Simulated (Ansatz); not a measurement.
# TaSi2: the cost of one run

Method: DFT PBE, scalar-relativistic, plane waves, PAW, in Ansatz 0.2.0.

## (1) The starting structure

The structure is hexagonal, space group P6_422 (No. 181). The conventional cell has a = 4.784 Å, b = 4.784 Å, c = 6.570 Å, α = 90.00°, β = 90.00°, γ = 120.00°. Around Ta (site symmetry 222) lie 10 Si at 2.61 to 2.83 Å. Si (site symmetry 2) has 5 Si at 2.56 to 2.83 Å and 5 Ta at 2.61 to 2.83 Å as nearest neighbours.

As a file:

```
Ta Si
1.0
     4.78390    0.00000    0.00000
    -2.39195    4.14298    0.00000
     0.00000    0.00000    6.57000
Ta Si
3 6
Direct
  0.50000 0.00000 0.00000
  0.50000 0.50000 0.66667
  0.00000 0.50000 0.33333
  0.15897 0.31794 0.00000
  0.84103 0.15897 0.66667
  0.68206 0.84103 0.33333
  0.84103 0.68206 0.00000
  0.15897 0.84103 0.66667
  0.31794 0.15897 0.33333
```

This is candidate A: structure reported for this formula (P6_422, No. 181).

(A quick probe on a coarse mesh, which set the mesh and smearing, is not shown.)

## (3) Full relaxation (candidate A)

input.yaml reads:

```yaml
crystal:
  lattice:
    - [4.7839004637, 0.0, 0.0]
    - [-2.3919502318, 4.1429793307, 0.0]
    - [0.0, 0.0, 6.57]
  atoms:
    - { symbol: Ta, position: [0.5, 0.0, 0.0] }
    - { symbol: Ta, position: [0.5, 0.5, 0.6666666667] }
    - { symbol: Ta, position: [0.0, 0.5, 0.3333333333] }
    - { symbol: Si, position: [0.15897, 0.31794, 0.0] }
    - { symbol: Si, position: [0.84103, 0.15897, 0.6666666667] }
    - { symbol: Si, position: [0.68206, 0.84103, 0.3333333333] }
    - { symbol: Si, position: [0.84103, 0.68206, 0.0] }
    - { symbol: Si, position: [0.15897, 0.84103, 0.6666666667] }
    - { symbol: Si, position: [0.31794, 0.15897, 0.3333333333] }
basis:
  ecutwfc: 420
kpoints:
  mp_grid: { grid: [12, 12, 6] }
hamiltonian:
  xc: pbe
scf:
  occupations: { method: gaussian, width: 0.1 }
output:
  forces: true
  stress: true
  eigenvalues: true
relax:
  adjacent_minimum: "off"
  f_tol: 0.01
  max_steps: 80
  cell: { stress_tol: 0.05 }
```

The run is started by

```
> ansatz run input.yaml --threads 1 --pin off --max-ram 2560MiB --backend cpu --events-out ev --progress --plain --runs-dir out
```

Q: Estimate wall time and peak memory on 1 thread of Arm Neoverse V1, shared host.

About 2.8 min, with a peak of 0.56 GiB.
